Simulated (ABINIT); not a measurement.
# SnO2 (R-3m) in ABINIT: further runs

Runs on SnO2. Level: LDA. Tasks: single point.

All numbers are computed with ABINIT 10.8.3 (patched build); they aren't measurements. Logs are shortened: lines on timing, memory, paths and dates and some standing lists are left out, and cuts for length are marked. The log counts tension as positive stress, the text compression.

## (1) Starting point

The structure is trigonal, space group R-3m (No. 166). The conventional cell has a = 3.234 Å, b = 3.234 Å, c = 14.402 Å, α = 90.00°, β = 90.00°, γ = 120.00°. Sn (site symmetry -3m) is surrounded by 6 O at 2.13 Å. Around O (site symmetry 3m) lie 3 Sn at 2.13 Å.

Measurements of this composition are mostly on another form, of space group No. 136.

## (2) Single point, LDA

run.abi

```
# Pseudopotentials
pp_dirpath "./"
pseudos "Sn.upf, O.upf"

# Structure
acell 3*1.0
rprim
     3.0558630302     1.7643033431     9.0718052197
    -3.0558630302     1.7643033431     9.0718052197
     0.0000000000    -3.5286066862     9.0718052197
ntypat 2
znucl 50 8
natom 3
typat 1 2 2
xred
     0.5000000000     0.5000000000     0.5000000000
     0.7628300000     0.7628300000     0.7628300000
     0.2371700000     0.2371700000     0.2371700000

# Plane-wave basis
ecut 35.0

# k points
kptopt 1
ngkpt 8 8 8
nshiftk 1
shiftk 0.0 0.0 0.0

# Exchange and correlation
ixc 7

# Bands and occupations
nband 17
occopt 3
tsmear 0.00183747

# SCF cycle
nstep 100
tolvrs 1.0e-10

# Output
iomode 3
prtwf 0
prteig 0
prtebands 0
prtden 1
prtvha 1
prtvclmb 1
prtpot 1
prtelf 1
```

Potentials or basis: PseudoDojo NC SR LDA v0.4.1 standard.

Started as:

```sh
mpirun --bind-to none -np 4 abinit run.abi > log 2>&1
```

run.abo:

```text
.Version 10.8.3 of ABINIT
 Symmetries : space group R-3 m (#166); Bravais hR (rhombohedral)
================================================================================
 Values of the parameters that define the memory need of the present run
     intxc =       0    ionmov =       0      iscf =       7    lmnmax =       6
     lnmax =       6     mgfft =      54  mpssoang =       3    mqgrid =    3001
     natom =       3  nloc_mem =       1    nspden =       1   nspinor =       1
    nsppol =       1      nsym =      12    n1xccc =    2501    ntypat =       2
    occopt =       3   xclevel =       1
       mpw =        2920          nfft =      157464          nkpt =          65
================================================================================
================================================================================

--------------------------------------------------------------------------------
------------- Echo of variables that govern the present computation ------------
--------------------------------------------------------------------------------
 -outvars: echo values of preprocessed input variables --------
            acell      1.0000000000E+00  1.0000000000E+00  1.0000000000E+00 Bohr
              amu      1.18710000E+02  1.59994000E+01
             ecut      3.50000000E+01 Hartree
                       outvar_i_n : Printing only first  50 k-points.
              ixc           7
                       outvar_i_n : Printing only first  50 k-points.
         kptrlatt        8    0    0      0    8    0      0    0    8
          kptrlen      4.88938085E+01
            natom           3
            nband          17
            ngfft          54      54      54
             nkpt          65
            nstep         100
             nsym          12
           ntypat           2
                       prtocc : prtvol=0, do not print more k-points.
           occopt           3
        prtebands           0
           prteig           0
           prtelf           1
           prtpot           1
         prtvclmb           1
           prtvha           1
            prtwf           0
            rprim      3.0558630302E+00  1.7643033431E+00  9.0718052197E+00
                      -3.0558630302E+00  1.7643033431E+00  9.0718052197E+00
                       0.0000000000E+00 -3.5286066862E+00  9.0718052197E+00
          spgroup         166
           tolvrs      1.00000000E-10
           tsmear      1.83747000E-03 Hartree
            typat      1  2  2
                       outvars : Printing only first  50 k-points.
           xangst     -5.5468492916E-17  2.7694579837E-17  7.2008888711E+00
                      -2.5215597614E-16  5.2057736625E-17  1.0986108115E+01
                       4.8170312710E-17  1.3616380660E-17  3.4156696271E+00
            xcart     -1.0482026023E-16  5.2335171064E-17  1.3607707830E+01
                      -4.7650573592E-16  9.8374864956E-17  2.0760735527E+01
                       9.1028698422E-17  2.5731230273E-17  6.4546801319E+00
             xred      5.0000000000E-01  5.0000000000E-01  5.0000000000E-01
                       7.6283000000E-01  7.6283000000E-01  7.6283000000E-01
                       2.3717000000E-01  2.3717000000E-01  2.3717000000E-01
            znucl       50.00000    8.00000

================================================================================

 chkinp: Checking input parameters for consistency.

================================================================================
== DATASET  1 ==================================================================

--- !DatasetInfo
iteration_state: {dtset: 1, }
dimensions: {natom: 3, nkpt: 65, mband: 17, nsppol: 1, nspinor: 1, nspden: 1, mpw: 2920, }
cutoff_energies: {ecut:  35.0, pawecutdg:  -1.0, }
electrons: {nelect:   2.60000000E+01, charge:   0.00000000E+00, occopt:   3.00000000E+00, tsmear:   1.83747000E-03, }
meta: {optdriver: 0, ionmov: 0, optcell: 0, iscf: 7, paral_kgb: 0, }
...

 Exchange-correlation functional for the present dataset will be:
  LDA: Perdew-Wang 92 LSD fit to Ceperley-Alder data - ixc=7
  J.P.Perdew and Y.Wang, PRB 45, 13244 (1992)

 Real(R)+Recip(G) space primitive vectors, cartesian coordinates (Bohr,Bohr^-1):
 R(1)=  3.0558630  1.7643033  9.0718052  G(1)=  0.1636199  0.0944660  0.0367439
 R(2)= -3.0558630  1.7643033  9.0718052  G(2)= -0.1636199  0.0944660  0.0367439
 R(3)=  0.0000000 -3.5286067  9.0718052  G(3)=  0.0000000 -0.1889320  0.0367439
 Unit cell volume ucvol=  2.9346216E+02 bohr^3
 Angles (23,13,12)=  3.65937182E+01  3.65937182E+01  3.65937182E+01 degrees

 getcut: wavevector=  0.0000  0.0000  0.0000  ngfft=  54  54  54
         ecut(hartree)=     35.000   => boxcut(ratio)=   2.08367

--- Pseudopotential description ------------------------------------------------
- pspini: atom type   1  psp file is ./Sn.upf
12 -1012 2 -1 1608                            pspcod,pspxc,lmax,lloc,mmax
     nproj     2     2     2

- pspini: atom type   2  psp file is ./O.upf
12 -1012 2 -1 926                             pspcod,pspxc,lmax,lloc,mmax
     nproj     2     2     1

   1.17083060E+03                                ecore*ucvol(ha*bohr**3)
--------------------------------------------------------------------------------

================================================================================

--- !BeginCycle
iteration_state: {dtset: 1, }
solver: {iscf: 7, nstep: 100, nline: 4, wfoptalg: 0, }
tolerances: {tolvrs: 1.00E-10, }
...

     iter   Etot(hartree)      deltaE(h)  residm     vres2
 ETOT  1  -111.29951913126    -1.113E+02 2.806E-01 1.705E+03
 ETOT  2  -111.36979243835    -7.027E-02 3.615E-02 1.641E+03
 ETOT  3  -111.59120465024    -2.214E-01 1.556E-02 3.695E+01
 ETOT  4  -111.59508851475    -3.884E-03 7.988E-03 1.217E+00
 ETOT  5  -111.59519402354    -1.055E-04 1.945E-03 1.623E-01
 ETOT  6  -111.59520830786    -1.428E-05 2.021E-03 9.106E-03
 ETOT  7  -111.59520897271    -6.648E-07 9.395E-04 3.229E-05
 ETOT  8  -111.59520897741    -4.696E-09 8.245E-04 2.830E-06
 ETOT  9  -111.59520897767    -2.628E-10 7.511E-04 3.094E-08
 ETOT 10  -111.59520897767    -4.064E-12 4.340E-04 1.112E-09
 ETOT 11  -111.59520897767     3.823E-12 3.258E-04 2.192E-11

 At SCF step   11       vres2   =  2.19E-11 < tolvrs=  1.00E-10 =>converged.

 Compute ELF
--------------------------------------------------------------------------------

 Compute kinetic energy density

 Compute gradient of the electron density
 Electron Localization Function (ELF) [min:0;max:1]
)     Maximum=    8.9791E-01  at reduced coord.    0.7222    0.7222    0.7222
)     Minimum=    1.4627E-08  at reduced coord.    0.5000    0.5000    0.5000
   Integrated=    8.0160E+01

--------------------------------------------------------------------------------
 End of ELF section

 Cartesian components of stress tensor (hartree/bohr^3)
  sigma(1 1)=  3.66090126E-04  sigma(3 2)=  0.00000000E+00
  sigma(2 2)=  3.66090126E-04  sigma(3 1)=  0.00000000E+00
  sigma(3 3)=  2.94401508E-04  sigma(2 1)=  0.00000000E+00

--- !ResultsGS
iteration_state: {dtset: 1, }
comment   : Summary of ground state results
lattice_vectors:
- [  3.0558630,   1.7643033,   9.0718052, ]
- [ -3.0558630,   1.7643033,   9.0718052, ]
- [  0.0000000,  -3.5286067,   9.0718052, ]
lattice_lengths: [   9.73390,    9.73390,    9.73390, ]
lattice_angles: [ 36.594,  36.594,  36.594, ] # degrees, (23, 13, 12)
lattice_volume:   2.9346216E+02
convergence: {deltae:  3.823E-12, res2:  2.192E-11, residm:  3.258E-04, diffor: null, }
etotal    :  -1.11595209E+02
entropy   :   0.00000000E+00
fermie    :   1.00345055E-01
cartesian_stress_tensor: # hartree/bohr^3
- [  3.66090126E-04,   0.00000000E+00,   0.00000000E+00, ]
- [  0.00000000E+00,   3.66090126E-04,   0.00000000E+00, ]
- [  0.00000000E+00,   0.00000000E+00,   2.94401508E-04, ]
pressure_GPa:  -1.0068E+01
xred      :
- [  5.0000E-01,   5.0000E-01,   5.0000E-01, Sn]
- [  7.6283E-01,   7.6283E-01,   7.6283E-01,  O]
- [  2.3717E-01,   2.3717E-01,   2.3717E-01,  O]
cartesian_forces: # hartree/bohr
- [ -0.00000000E+00,  -0.00000000E+00,  -0.00000000E+00, ]
- [ -1.74487360E-18,  -1.23111462E-18,   1.28479029E-02, ]
- [  1.74487360E-18,   1.23111462E-18,  -1.28479029E-02, ]
force_length_stats: {min:   0.00000000E+00, max:   1.28479029E-02, mean:   8.56526857E-03, }
...

 Integrated electronic density in atomic spheres:
 ------------------------------------------------
 Atom  Sphere_radius  Integrated_density
    1        2.00000         10.46702148
    2        2.00000          6.15023714
    3        2.00000          6.15023714
================================================================================

 ----iterations are completed or convergence reached----

 Mean square residual over all n,k,spin=   14.105E-07; max=  32.576E-05
 reduced coordinates (array xred) for    3 atoms
       0.500000000000      0.500000000000      0.500000000000
       0.762830000000      0.762830000000      0.762830000000
       0.237170000000      0.237170000000      0.237170000000
 rms dE/dt=  9.5166E-02; max dE/dt=  1.1655E-01; dE/dt below (all hartree)
    1       0.000000000000      0.000000000000      0.000000000000
    2      -0.116553672217     -0.116553672217     -0.116553672217
    3       0.116553672217      0.116553672217      0.116553672217

 cartesian coordinates (angstrom) at end:
    1     -0.00000000000000     0.00000000000000     7.20088887113902
    2     -0.00000000000000     0.00000000000000    10.98610811514195
    3      0.00000000000000     0.00000000000000     3.41566962713608

 cartesian forces (hartree/bohr) at end:
    1     -0.00000000000000    -0.00000000000000    -0.00000000000000
    2     -0.00000000000000    -0.00000000000000     0.01284790285884
    3      0.00000000000000     0.00000000000000    -0.01284790285884
 frms,max,avg= 6.0565595E-03 1.2847903E-02   0.000E+00  0.000E+00  0.000E+00 h/b

 cartesian forces (eV/Angstrom) at end:
    1     -0.00000000000000    -0.00000000000000    -0.00000000000000
    2     -0.00000000000000    -0.00000000000000     0.66066572818433
    3      0.00000000000000     0.00000000000000    -0.66066572818433
 frms,max,avg= 3.1144081E-01 6.6066573E-01   0.000E+00  0.000E+00  0.000E+00 e/A
 length scales=  1.000000000000  1.000000000000  1.000000000000 bohr
              =  0.529177210544  0.529177210544  0.529177210544 angstroms
 Fermi (or HOMO) energy (hartree) =   0.10035   Average Vxc (hartree)=  -0.39535
 Eigenvalues (hartree) for nkpt=  65  k points:
 kpt#   1, nband= 17, wtk=  0.00195, kpt=  0.0000  0.0000  0.0000 (reduced coord)
  -0.66645   -0.66159   -0.66159   -0.65322   -0.65322   -0.58659   -0.51608   -0.07963
   0.01692    0.01692    0.03048    0.03048    0.06061    0.12859    0.26693    0.45927
   0.45927
      occupation numbers for kpt#   1
   2.00000    2.00000    2.00000    2.00000    2.00000    2.00000    2.00000    2.00000
   2.00000    2.00000    2.00000    2.00000    2.00000    0.00000    0.00000    0.00000
   0.00000
 prteigrs : prtvol=0 or 1, do not print more k-points.

--- !EnergyTerms
iteration_state     : {dtset: 1, }
comment             : Components of total free energy in Hartree
kinetic             :  6.93515222734952E+01
hartree             :  3.32374641440117E+01
xc                  : -2.99760000150147E+01
Ewald energy        : -6.52851045800865E+01
psp_core            :  3.98971576866468E+00
local_psp           : -9.49975376094799E+01
non_local_psp       : -2.79152689592012E+01
internal            : -1.11595208977611E+02
'-kT*entropy'       : -5.85884153782324E-11
total_energy        : -1.11595208977669E+02
total_energy_eV     : -3.03666033469233E+03
band_energy         : -8.97833012294725E+00
...

 Cartesian components of stress tensor (hartree/bohr^3)
  sigma(1 1)=  3.66090126E-04  sigma(3 2)=  0.00000000E+00
  sigma(2 2)=  3.66090126E-04  sigma(3 1)=  0.00000000E+00
  sigma(3 3)=  2.94401508E-04  sigma(2 1)=  0.00000000E+00

-Cartesian components of stress tensor (GPa)         [Pressure= -1.0068E+01 GPa]
- sigma(1 1)=  1.07707434E+01  sigma(3 2)=  0.00000000E+00
- sigma(2 2)=  1.07707434E+01  sigma(3 1)=  0.00000000E+00
- sigma(3 3)=  8.66159140E+00  sigma(2 1)=  0.00000000E+00

== END DATASET(S) ==============================================================
================================================================================

 -outvars: echo values of variables after computation  --------
            acell      1.0000000000E+00  1.0000000000E+00  1.0000000000E+00 Bohr
           etotal     -1.1159520898E+02
            fcart     -0.0000000000E+00 -0.0000000000E+00 -0.0000000000E+00
                      -1.7448735969E-18 -1.2311146239E-18  1.2847902859E-02
                       1.7448735969E-18  1.2311146239E-18 -1.2847902859E-02
            rprim      3.0558630302E+00  1.7643033431E+00  9.0718052197E+00
                      -3.0558630302E+00  1.7643033431E+00  9.0718052197E+00
                       0.0000000000E+00 -3.5286066862E+00  9.0718052197E+00
           strten      3.6609012620E-04  3.6609012608E-04  2.9440150768E-04
                       0.0000000000E+00  0.0000000000E+00  0.0000000000E+00
           xangst     -5.5468492916E-17  2.7694579837E-17  7.2008888711E+00
                      -2.5215597614E-16  5.2057736625E-17  1.0986108115E+01
                       4.8170312710E-17  1.3616380660E-17  3.4156696271E+00
             xred      5.0000000000E-01  5.0000000000E-01  5.0000000000E-01
                       7.6283000000E-01  7.6283000000E-01  7.6283000000E-01
                       2.3717000000E-01  2.3717000000E-01  2.3717000000E-01
 Calculation completed.
```

It took 52 s on 4 MPI ranks of Arm Neoverse V2, shared host; peak memory 0.36 GiB.

What came out:

```
Free energy                                           : -3036.6603 eV
Largest force                                         : 0.661 eV/Å
Band gap on the k mesh                                : 1.75 eV, indirect (least direct gap 1.85 eV)
Valence electrons inside the program's atomic spheres : Sn 10.47; O 6.15
```

Forces in eV/Å, atoms in the order of the input:
```
Sn   0.000  0.000  0.000
O    0.000  0.000  0.661
O    0.000  0.000 -0.661
```

Caveat: the cutoff is too short for stress, so the log's stress isn't used; spin-orbit coupling is left out, which moves the levels of the heavy elements. A k mesh can miss the band edges.

## (3) Single point, LDA

run.abi

```
# Pseudopotentials
pp_dirpath "./"
pseudos "Sn.upf, O.upf"

# Structure
acell 3*1.0 Angstrom
rprim
     1.6170930752     0.9336291223     4.8005925840
    -1.6170930752     0.9336291223     4.8005925840
     0.0000000000    -1.8672582446     4.8005925840
ntypat 2
znucl 50 8
natom 3
typat 1 2 2
xcart
     0.0000000000     0.0000000000    13.6077078295
     0.0000000000     0.0000000000    20.7607355272
     0.0000000000     0.0000000000     6.4546801318

# Plane-wave basis
ecut 952.398519 eV

# k points
kptopt 1
ngkpt 8 8 8
nshiftk 1
shiftk 0.0 0.0 0.0

# Exchange and correlation
ixc 7

# Bands and occupations
nband 17
occopt 3
tsmear 0.00183747

# SCF cycle
nstep 100
tolvrs 1.0e-10

# Output
iomode 3
prtwf 0
prteig 0
prtebands 0
enunit 2
prtden 1
prtvha 1
prtvclmb 1
prtpot 1
prtelf 1
```

Potentials or basis: PseudoDojo NC SR LDA v0.4.1 standard.

Started as:

```sh
mpirun --bind-to none -np 4 abinit run.abi > log 2>&1
```

Wall time 62 s (4 MPI ranks of Arm Neoverse V1, shared host); peak memory 0.4 GiB.

The run converged. Its results:

```yaml
Free_energy: -3036.6603 eV
Largest_force: 0.661 eV/Å
Band_gap_on_the_k_mesh: 1.75 eV, indirect (least direct gap 1.85 eV)
Valence_electrons_inside_the_program's_atomic_spheres: Sn 10.47; O 6.15
```

Forces in eV/Å, atoms in the order of the input:
```
Sn   0.000  0.000  0.000
O    0.000  0.000  0.661
O    0.000  0.000 -0.661
```

Levels at points of the mesh, in eV from the valence-band top:
| k point | band 11 | band 12 | band 13 | band 14 | band 15 | band 16 |
| --- | --- | --- | --- | --- | --- | --- |
| (0.00, 0.00, 0.00) | -0.92 | -0.92 | -0.10 | 1.75 | 5.51 | 10.74 |
| (0.50, 0.00, 0.00) | -1.48 | -0.63 | -0.58 | 5.08 | 7.52 | 9.80 |
| (0.50, 0.50, 0.00) | -1.14 | -0.49 | -0.04 | 4.80 | 6.71 | 10.48 |
| (0.50, 0.50, 0.50) | -1.30 | -0.87 | -0.87 | 3.02 | 5.45 | 10.92 |

Caveat: the cutoff is too short for stress, so the log's stress isn't used; spin-orbit coupling is left out, which moves the levels of the heavy elements. A k mesh can miss the band edges.
